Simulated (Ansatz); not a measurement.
# InSe (R3m) in Ansatz: equation of state, part 2 of 2

Ansatz 0.2.0. Earlier steps stand in the parts before.

### 4 Single point, PBEsol, 28.65 Å³/atom (volume scaled by 0.98)

The input, input.yaml:

```yaml
crystal:
  lattice:
    - [1.9865767768, 1.1469506368, 8.3833539979]
    - [-1.9865767768, 1.1469506368, 8.3833539979]
    - [0.0, -2.2939012737, 8.3833539979]
  atoms:
    - { symbol: In, position: [0.8886, 0.8886, 0.8886] }
    - { symbol: In, position: [0.0, 0.0, 0.0] }
    - { symbol: Se, position: [0.1719, 0.1719, 0.1719] }
    - { symbol: Se, position: [0.3835, 0.3835, 0.3835] }
hamiltonian:
  xc: pbesol
  pseudopotentials: { kind: paw }
kpoints:
  mp_grid: { grid: [8, 8, 8] }
scf:
  occupations: { method: fermi_dirac, width: 0.05 }
output:
  forces: true
  stress: true
  eigenvalues: true
```

Potentials or basis: Ansatz PAW.

On the command line:

```sh
$ ansatz run input.yaml --threads 2 --pin off --max-ram 5632MiB --backend cpu --events-out ev --progress --plain --runs-dir out
```

Output:

```text
Warning: RAYON_NUM_THREADS=2 ignored (pool sized by the plan → 2); use --threads N
basis.fft_grid_basis auto: the FFT boxes are laid along the combinations [[1, 0, -1], [0, 1, -1], [0, 0, 1]] of the cell's own vectors, 3.973, 3.973 and 8.692 Å long. The dense box has 27×27×60 points. Along the cell's own vectors, as sized, it would have 60×60×60, 4.94 times as many. Of the 6 symmetry operations that the crystal satisfies within crystal.symmetry.tolerance (time reversal apart; of a slab, those that keep its plane) the dense box along the cell's own vectors carries 6, and the one as laid loses 4 of those. basis.fft_grid_basis: typed keeps the cell's own vectors: state it where this run's energies or levels are differenced outside the engine with another run's, or held beside a run that keeps those vectors.
Engine: ansatz 0.2.0, aarch64-unknown-linux-gnu
Pseudopotentials: kind: paw
Pseudopotential: In, paw, valence charge 13, recommended cutoff 420 eV (normal), In.paw.azcp
Pseudopotential: Se, paw, valence charge 16, recommended cutoff 420 eV (normal), Se.paw.azcp
Functional definition: PBEsol
  exchange = pbesol_x
  correlation = pbesol_c
Crystal: 4 atoms, lattice volume = 114.609 Å³
Basis set: ecut = 420 eV, 2261 PW (Γ), FFT grids on a1−a3, a2−a3, a3, exchange–correlation on 54×54×120 points (8 copies of the dense FFT grid, shifted against one another)
Bands: 35, of which v1, the nominal top of the filled ones, is band 29 counted from 1 (28 counted from 0)
Symmetry: 6 space group operations
Space group: R3m (ITA 160), of the structure as read, at distance tolerance 4.9e-5 Å
k-points: 65 of 512 (time reversal used)
Non-local potential: In, projectors of the file, l = 0: 2, l = 1: 2, l = 2: 2, l = 3: 2
Non-local potential: Se, projectors of the file, l = 0: 2, l = 1: 2, l = 2: 3, l = 3: 1
PAW form: soft (Blöchl's): semilocal exchange-correlation on the pseudo side does not see the compensation charge
PAW frozen core: In, regenerated for the run's functional, and the local potential with it (the file was generated under x = pbe(κ = 0.804, μ = 0.2195149727645171), c = pbe(β = 0.06672455060314922))
PAW frozen core: Se, regenerated for the run's functional, and the local potential with it (the file was generated under x = pbe(κ = 0.804, μ = 0.2195149727645171), c = pbe(β = 0.06672455060314922))
PAW one-centre angular grid: In, 590 points (default); XC on 64 Gauss nodes
PAW one-centre angular grid: Se, 590 points (default); XC on 64 Gauss nodes
Initial density: superposition of atomic densities (neutral atoms: chi_scale 0, normalization atom), corrected by the library's trained network
Initial wavefunctions: pseudopotential atomic-orbital guess
Functional: x = pbesol(κ = 0.804, μ = 0.12345679012345678), c = pbesol(β = 0.046)
SCF iter   1: F=—  HF=-21901.155314 eV  |F-HF|=—  |Δ(HF+E_count)|=         —  Δρ=4.39e-3  dr2=4.94e-2  ethr=1.77e-3  ⟨swp⟩=6.6  Hψ=9799  notcnv=0
preconditioner: auto → Resta (q_TF=auto, 2.436 Å⁻¹)  ε∞=3.3  [insulator: Δε(μ)=0.380 eV  Ē_g=13.950 eV  σ=0.050 eV  W_gap=0.96  n_scr=30 (ndim 8)  ℏωp=21.4 eV  f_vac=0.080  D(μ)=0.00/eV (n_scr^D=0)  ε∞_Penn≈3.3]
SCF iter   2: F=—  HF=-21901.143692 eV  |F-HF|=—  |Δ(HF+E_count)|=   1.16e-2  Δρ=1.49e-3  dr2=2.73e-3  ethr=8.52e-5  ⟨swp⟩=2.1  Hψ=3166  notcnv=0  defer=71
SCF iter   3: F=—  HF=-21901.143335 eV  |F-HF|=—  |Δ(HF+E_count)|=   3.58e-4  Δρ=6.51e-4  dr2=5.85e-4  ethr=4.70e-6  ⟨swp⟩=2.5  Hψ=3987  notcnv=0  defer=71
SCF iter   4: F=—  HF=-21901.143397 eV  |F-HF|=—  |Δ(HF+E_count)|=   6.25e-5  Δρ=1.97e-4  dr2=5.36e-5  ethr=1.01e-6  ⟨swp⟩=2.0  Hψ=2666  notcnv=0  defer=71
SCF iter   5: F=—  HF=-21901.143426 eV  |F-HF|=—  |Δ(HF+E_count)|=   2.90e-5  Δρ=4.44e-5  dr2=3.08e-6  ethr=9.25e-8  ⟨swp⟩=2.0  Hψ=4089  notcnv=0  defer=71
SCF iter   6: F=—  HF=-21901.143427 eV  |F-HF|=—  |Δ(HF+E_count)|=   1.45e-6  Δρ=2.05e-5  dr2=5.09e-7  ethr=5.30e-9  ⟨swp⟩=2.0  Hψ=4089  notcnv=0  defer=71
SCF iter   7: F=-21901.143428 eV  HF=-21901.143428 eV  |F-HF|=3.88e-8  |Δ(HF+E_count)|=   6.76e-7  Δρ=4.65e-6  dr2=2.96e-8  ethr=1.72e-10  ⟨swp⟩=9.6  Hψ=10285  notcnv=0
SCF 1 converged in 7 iterations: F = -21901.143428 eV  dr2 = 2.96e-8
SCF converged after 7 iterations
Free energy (F): -21901.143428 eV
Harris-Foulkes:  -21901.143428 eV  (|F-HF|=3.88e-8)
Internal energy: -21901.143377 eV  (E = F + TS)
E sigma→0 (E₀):  -21901.143402 eV
Entropy (-TS):   -0.000052 eV (-0.013 meV/atom)
Fermi energy:    7.625677 eV
--- Per-component energies (eV) ---
  E_band       = -908.137068
  E_kinetic    = 724.457429
  E_local      = -7865.235221  (includes V_loc(G=0)·N_el)
  E_nonlocal   = -448.496155
  E_hartree    = 3623.678792
  E_xc         = -633.519399
  E_vxc        = -395.818282  (∫ρ·V_xc dr)
  E_paw        = -11904.066845  (= ΣΔE_a)
  E_vpaw       = -170.404062  (= ΣTr[D̂ρ^β])
  E_aug_tail   = -0.001147  (compensation charges beyond the density's cutoff)
  E_ewald      = -5400.449536
  E_core_change = 2.488706  (= ΣΔE_core)
  E_smearing   = -0.000052  (= −TS)
  E_closure    = -0.000000  (closes the sum)
  Σ components = -21901.143428   (vs F -21901.143428, Δ=0.00e0)
--- Forces (eV/Å), atoms counted from 1 ---
  atom   1  In     0.00000000    -0.00000000     0.38469320
  atom   2  In     0.00000000     0.00000000    -0.36714689
  atom   3  Se     0.00000000     0.00000000    -0.24458125
  atom   4  Se     0.00000000    -0.00000000     0.22701083
  max |Σ_I F_I| component: 2.41e-5 eV/Å
--- Stress (GPa, compression-positive) ---
        1.623064       0.000000      -0.000000
        0.000000       1.623064       0.000000
        0.000000       0.000000       0.504995
  P = ⅓ Tr σ = 1.2504 GPa (12.504 kbar)
--- Band table (eV; the first three rows and the last of 65) ---
  k-point 0: bands = ["-40.1546", "-40.1546", "-40.1469", "-40.1469", "-40.1251", "-40.1251", "-40.1191", "-40.1191", "-40.1140", "-40.1085", "-7.3611", "-7.1774", "-7.1774", "-7.0995", "-7.0995", "-7.0729", "-7.0729", "-6.9207", "-6.8979", "-6.8979", "-6.2851", "-5.8458", "0.9854", "3.9332", "5.8227", "6.0868", "6.0868", "6.1829", "6.1829", "9.1025", "9.4579", "11.8036", "11.8036", "12.5611", "12.8840"]
  k-point 1: bands = ["-40.1546", "-40.1545", "-40.1469", "-40.1468", "-40.1251", "-40.1251", "-40.1191", "-40.1191", "-40.1140", "-40.1084", "-7.3712", "-7.2416", "-7.1840", "-7.1734", "-7.0873", "-7.0776", "-7.0654", "-6.9401", "-6.8993", "-6.8424", "-6.0901", "-5.6892", "1.1049", "3.6502", "5.0459", "5.6760", "5.8801", "6.0102", "6.2534", "9.4757", "10.1589", "11.0865", "11.9660", "12.1891", "12.9072"]
  k-point 2: bands = ["-40.1545", "-40.1544", "-40.1469", "-40.1467", "-40.1252", "-40.1251", "-40.1191", "-40.1191", "-40.1139", "-40.1084", "-7.4436", "-7.3209", "-7.2883", "-7.1685", "-7.0891", "-7.0581", "-7.0422", "-6.9544", "-6.9021", "-6.7846", "-5.6419", "-5.3102", "1.3187", "2.8397", "3.8120", "5.3141", "5.4710", "5.6133", "6.3714", "9.3770", "9.6176", "11.3817", "11.6412", "12.1959", "13.7938"]
  k-point 64: bands = ["-40.1546", "-40.1546", "-40.1469", "-40.1469", "-40.1251", "-40.1251", "-40.1191", "-40.1191", "-40.1140", "-40.1085", "-7.3603", "-7.1776", "-7.1776", "-7.0993", "-7.0993", "-7.0730", "-7.0730", "-6.9370", "-6.8977", "-6.8977", "-6.1112", "-6.0223", "1.3621", "2.9717", "6.0153", "6.0153", "6.2613", "6.2613", "7.4160", "7.8110", "9.5067", "11.7155", "11.7155", "13.0165", "13.0165"]
```

Wall time 9.2 s (2 threads of Arm Neoverse V2, shared host); peak memory 0.46 GiB.

Results:

- Free energy: -21901.1434 eV
- Pressure: 1.3 GPa
- Largest force: 0.385 eV/Å
- Band gap on the k mesh: 0.40 eV, direct

Caveat: spin-orbit coupling is left out, which moves the levels of the heavy elements; the PAW data sets come from PBE, with cores solved anew for the run's functional, which leaves a small shift of forces and pressure.

### 5 Single point, PBEsol, 29.24 Å³/atom

Changes to input.yaml since step 4:

```diff
@@ -2,5 +2,5 @@
   lattice:
-    - [1.9865767768, 1.1469506368, 8.3833539979]
-    - [-1.9865767768, 1.1469506368, 8.3833539979]
-    - [0.0, -2.2939012737, 8.3833539979]
+    - [2.0, 1.1547005384, 8.44]
+    - [-2.0, 1.1547005384, 8.44]
+    - [0.0, -2.3094010768, 8.44]
   atoms:
```

On the command line:

```sh
$ ansatz run input.yaml --threads 2 --pin off --max-ram 5632MiB --backend cpu --events-out ev --progress --plain --runs-dir out
```

It took 8.7 s on 2 threads of Arm Neoverse V2, shared host; peak memory 0.47 GiB.

The run converged. Its results:

```
Free energy            : -21901.1536 eV
Pressure               : 0.2 GPa
Largest force          : 0.300 eV/Å
Band gap on the k mesh : 0.34 eV, direct
```

Caveat: spin-orbit coupling is left out, which moves the levels of the heavy elements; the PAW data sets come from PBE, with cores solved anew for the run's functional, which leaves a small shift of forces and pressure.

### 6 Single point, PBEsol, 29.82 Å³/atom (volume scaled by 1.02)

Changes to input.yaml since step 5:

```diff
@@ -2,5 +2,5 @@
   lattice:
-    - [2.0, 1.1547005384, 8.44]
-    - [-2.0, 1.1547005384, 8.44]
-    - [0.0, -2.3094010768, 8.44]
+    - [2.0132454191, 1.1623477847, 8.4958956687]
+    - [-2.0132454191, 1.1623477847, 8.4958956687]
+    - [0.0, -2.3246955694, 8.4958956687]
   atoms:
@@ -21 +21,5 @@
   eigenvalues: true
+  write_density: true
+  write_potential: true
+  elf: true
+  volumetric_format: npy
```

Potentials or basis: Ansatz PAW.

On the command line:

```sh
$ ansatz run input.yaml --threads 2 --pin off --max-ram 5632MiB --backend cpu --events-out ev --progress --plain --runs-dir out
```

Wall time 14 s (2 threads of Arm Neoverse V2, shared host); peak memory 0.48 GiB.

The run converged. Its results:

```yaml
Free_energy: -21901.1489 eV
Pressure: -0.8 GPa
Largest_force: 0.221 eV/Å
Band_gap_on_the_k_mesh: 0.29 eV, direct
```

Caveat: spin-orbit coupling is left out, which moves the levels of the heavy elements; the PAW data sets come from PBE, with cores solved anew for the run's functional, which leaves a small shift of forces and pressure.

### 7 Single point, PBEsol, 30.41 Å³/atom (volume scaled by 1.04)

Changes to input.yaml since step 6:

```diff
@@ -2,5 +2,5 @@
   lattice:
-    - [2.0132454191, 1.1623477847, 8.4958956687]
-    - [-2.0132454191, 1.1623477847, 8.4958956687]
-    - [0.0, -2.3246955694, 8.4958956687]
+    - [2.0263188076, 1.1698957091, 8.5510653682]
+    - [-2.0263188076, 1.1698957091, 8.5510653682]
+    - [0.0, -2.3397914182, 8.5510653682]
   atoms:
@@ -21,5 +21 @@
   eigenvalues: true
-  write_density: true
-  write_potential: true
-  elf: true
-  volumetric_format: npy
```

On the command line:

```sh
$ ansatz run input.yaml --threads 2 --pin off --max-ram 5632MiB --backend cpu --events-out ev --progress --plain --runs-dir out
```

Run time: 8.7 s. Hardware: 2 threads of Arm Neoverse V2, shared host; peak memory 0.48 GiB.

Results (log left out):

| Property | Result |
| --- | --- |
| Free energy | -21901.1308 eV |
| Pressure | -1.7 GPa |
| Largest force | 0.213 eV/Å |
| Band gap on the k mesh | 0.25 eV, direct |

Caveat: spin-orbit coupling is left out, which moves the levels of the heavy elements; the PAW data sets come from PBE, with cores solved anew for the run's functional, which leaves a small shift of forces and pressure.

### 8 Single point, PBEsol, 30.99 Å³/atom (volume scaled by 1.06)

Changes to input.yaml since step 7:

```diff
@@ -2,5 +2,5 @@
   lattice:
-    - [2.0263188076, 1.1698957091, 8.5510653682]
-    - [-2.0263188076, 1.1698957091, 8.5510653682]
-    - [0.0, -2.3397914182, 8.5510653682]
+    - [2.0392256448, 1.177347475, 8.6055322212]
+    - [-2.0392256448, 1.177347475, 8.6055322212]
+    - [0.0, -2.35469495, 8.6055322212]
   atoms:
@@ -21 +21,5 @@
   eigenvalues: true
+  write_density: true
+  write_potential: true
+  elf: true
+  volumetric_format: npy
```

On the command line:

```sh
$ ansatz run input.yaml --threads 2 --pin off --max-ram 5632MiB --backend cpu --events-out ev --progress --plain --runs-dir out
```

It took 15 s on 2 threads of Arm Neoverse V2, shared host; peak memory 0.5 GiB.

Results (log left out):

* Free energy: -21901.1009 eV
* Pressure: -2.4 GPa
* Largest force: 0.338 eV/Å
* Band gap on the k mesh: 0.21 eV, direct

Caveat: spin-orbit coupling is left out, which moves the levels of the heavy elements; the PAW data sets come from PBE, with cores solved anew for the run's functional, which leaves a small shift of forces and pressure.

### 9 Equation of state, PBEsol

Potentials or basis: Ansatz PAW.

This step only gathers the single runs of the series.

Results:

- Equilibrium volume: 29.33 Å³/atom
- Bulk modulus at fixed shape and positions: 50 GPa
- Pressure derivative of the bulk modulus: 4.7

Energy against volume, from the lowest point:
```tsv
volume (Å³/atom)	energy (meV/atom)
27.483	20.73
28.068	9.29
28.652	2.55
29.237	0.00
29.822	1.19
30.406	5.70
30.991	13.19
```

Caveat: the cell was scaled at fixed shape and fractional positions, which overstates the stiffness of a crystal with free parameters, most of all of layers and chains.
